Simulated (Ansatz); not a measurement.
# CaO: the cost of one run

Method: DFT PBEsol, frozen-core PAW, scalar-relativistic unless said, in Ansatz 0.2.0.

**1. The starting structure**

It takes space group Fm-3m (No. 225, cubic). The conventional cell has a = 4.813 Å, b = 4.813 Å, c = 4.813 Å, α = 90.00°, β = 90.00°, γ = 90.00°. Ca (site symmetry m-3m) has 6 O at 2.41 Å as nearest neighbours. Around O (site symmetry m-3m) lie 6 Ca at 2.41 Å.

Coordinates:

```xyz
2
Lattice="0.0000 2.4065 2.4065 2.4065 0.0000 2.4065 2.4065 2.4065 0.0000" Properties=species:S:1:pos:R:3 pbc="T T T"
Ca    0.0000    0.0000    0.0000
O     2.4065    2.4065    2.4065
```

Cartesian axes are those of the input's lattice vectors. The structure goes back to a database entry.

**2. Cell and atoms relaxed, PAW**

File input.yaml:

```yaml
crystal:
  lattice:
    - [0.0, 2.4065, 2.4065]
    - [2.4065, 0.0, 2.4065]
    - [2.4065, 2.4065, 0.0]
  atoms:
    - { symbol: Ca, position: [0.0, 0.0, 0.0] }
    - { symbol: O, position: [0.5, 0.5, 0.5] }
kpoints:
  mp_grid: { grid: [12, 12, 12] }
scf:
  occupations: { method: fermi_dirac, width: 0.08 }
hamiltonian:
  xc: pbesol
  pseudopotentials: { kind: paw }
relax:
  f_tol: 0.002
  max_steps: 80
  cell: {}
output:
  forces: true
  stress: true
  write_density: true
  write_potential: true
  elf: true
  volumetric_format: npy
```

Command:

```console
$ ansatz run input.yaml --threads 1 --pin off --max-ram 3072MiB --backend cpu --events-out ev --progress --plain --runs-dir out
```

What time and memory should one allow on 1 thread of Arm Neoverse V2, shared host?

About 6.4 s, with a peak of 0.3 GiB.
